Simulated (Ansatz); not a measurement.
A distorted cell of GeTe (alpha-GeTe type, space group R3m):

```
GeTe
1.0
    4.22663     2.44024     7.27983
   -2.11331     1.22012     3.63992
    0.00000    -2.44024     3.63992
Ge Te
2 2
Direct
  0.11712   0.21215   0.25632
  0.61712   0.25632   0.21215
  0.38288   0.75087   0.78066
  0.88288   0.78066   0.75087
```

These are PBE (plane waves to 420 eV, PAW, scalar-relativistic; Ansatz, a first-principles code) values and carry that method's errors. k mesh 5×10×10 (Γ-centred), Fermi-Dirac smearing 0.05 eV. Stress and pressure are positive under compression. GeTe was relaxed with its symmetry unable to fall. Spin-orbit coupling is left out, though Te is heavy.

Predict the force on every atom, in eV/Å.


| atom | Fx | Fy | Fz |
|---|---|---|---|
| Ge1 | -0.159 | 0.413 | 0.076 |
| Ge2 | 0.278 | -0.344 | 0.076 |
| Te3 | -0.318 | 0.413 | -0.076 |
| Te4 | 0.199 | -0.482 | -0.076 |

(For displaced atoms, the force is minus the slope of the energy, and its curvature is a force constant, which sets phonon frequencies.)
